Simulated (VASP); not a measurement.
Set up this calculation in VASP 6.6.1, as the native input.

- Task: relaxation of cell and atoms
- Functional: PBEsol
- Potentials or basis: VASP PAW PBE potentials, release 64 (In_d, P)
- Cutoff: 600 eV
- k mesh: 8 × 8 × 8
- Occupations: gaussian, width 0.03 eV
- Spin: no spin polarisation
- Further INCAR settings: ALGO = Normal; EDIFF = 1e-07; IBRION = 2; EDIFFG = -0.005; NSW = 90; ISIF = 3

The structure of InP lies in POSCAR:

```
InP                                     
1.0
   -0.0000000000      2.9393308167      2.9393308167
    2.9393308167     -0.0000000000      2.9393308167
    2.9393308167      2.9393308167      0.0000000000
  In              P             
     1     1
Direct
     0.0000000000000000    0.0000000000000000    0.0000000000000000
     0.2500000000000000    0.2500000000000000    0.2500000000000000
```

These files were run (other wordings do the same):

INCAR

```
ALGO = Normal ; EDIFF = 1E-7
EDIFFG = -0.005 ; ENCUT = 600
GGA = PS ; IBRION = 2
ISIF = 3 ; ISMEAR = 0
KPAR = 4 ; LASPH = True
LCHARG = False ; LREAL = False
LWAVE = False ; NELM = 80
NSW = 90 ; PREC = Accurate
SIGMA = 0.03
```

KPOINTS

```
k-points
0
Gamma
  8 8 8
```

Potentials or basis: VASP PAW PBE potentials, release 64 (In_d, P).

Run with:

```sh
$ cat potpaw_PBE.64/In_d/POTCAR potpaw_PBE.64/P/POTCAR > POTCAR
$ mpirun -np 4 vasp_std > vasp.out
```

It gave:

The pressure after relaxing is 0.0 GPa and the band gap on the k mesh is 0.57 eV, direct.

Caveat: the relaxation stopped at its first step, so nothing moved; the PAW data sets were made with another functional, which shifts forces and pressure a little; spin-orbit coupling is left out, which moves the levels of the heavy elements.

Run time: 9.7 s on 4 MPI ranks on Intel(R) Xeon(R) Platinum 8488C (Sapphire Rapids) (shared host), peak memory 0.21 GiB a rank.
